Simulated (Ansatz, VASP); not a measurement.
**Ag: VASP beside Ansatz**

```
Ag
1.0
     2.81476    0.00000    0.00000
    -1.40738    2.43765    0.00000
     0.00000    0.00000    4.60536
Ag
2
Direct
  0.33333 0.66667 0.25000
  0.66667 0.33333 0.75000
```

Alike in both runs: functional LDA; k mesh 16 × 16 × 9; occupations fermi-dirac, width 0.1 eV; no spin polarisation.

Ansatz relaxed the structure, and its values are those at the end. VASP's run is a single point on that final structure, the one shown.

|  | VASP | Ansatz |
| --- | --- | --- |
| version | VASP 6.6.1 | Ansatz 0.2.0 |
| potentials or method | VASP PAW LDA potentials, release 64 (Ag), cutoff 520 eV | all-electron LAPW, scalar-relativistic |

```csv
,VASP,Ansatz,Ansatz less VASP
pressure (GPa),2.3,2.2,-0.14
```

Ansatz ran all-electron here, so the differences hold the error of VASP's frozen core and of both bases.
